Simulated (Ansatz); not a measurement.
**In: energy along a strain**

In, Im-3m, a = 3.765 Å (as given, not relaxed at this level: 1.5 GPa). This isn't the element's structure at ambient conditions. Ansatz: PBE, PAW, 420 eV, Γ-centred 18×18×18 mesh on 1 atom, Gaussian smearing 0.15 eV; no spin polarisation. Cell vectors (Å): -1.883 1.883 1.883; 1.883 -1.883 1.883; 1.883 1.883 -1.883. The cell is strained by x per cent times the pattern (0 0 0 0 0 1) in the order xx yy zz yz xz xy (engineering shears), with fractional coordinates held. y is the free energy over the start, V0 = 26.686 Å³/atom. Symmetry makes y even in x. Points with a strain past 8.5 % were computed too (2) and aren't used here.

| x (%) | y (meV/atom) |
| --- | --- |
| -5.00 | 2.61 |
| 0.00 | 0.00 |
| 1.25 | 0.15 |
| 2.50 | 0.60 |
| 3.75 | 1.42 |
| 6.25 | 4.16 |
| 7.50 | ? |

Question: Fit y = c2 x² + c4 x⁴ to the other rows, get the stiffness along the pattern, and predict the missing energy.

Answer: Least squares on the rows shown. y = 0.09830 x² + 0.0002139 x⁴. The clamped-ion stiffness p·C·p = 2 × 0.9830 eV × 160.2 / 26.686 Å³ = 11.8 GPa, which is C66 in these axes (C44 of the cubic crystal) (second derivative at the start, which stands under stress). With a term in x⁶ added, the coefficient of x² becomes 0.09302, 5 % less, which shows how far this figure hangs on the form. At x = 7.50 the fit asked for gives 6.21 meV/atom. The run gave 6.02 meV/atom, so the fit is 0.19 meV/atom too high, 3.2 % of the span of the series, against an rms of 0.01 meV/atom on the fitted rows. The row lies outside the fitted range. With a term in x⁶ added, a fit to the same known rows predicts 5.89 meV/atom, a smaller miss on the other side.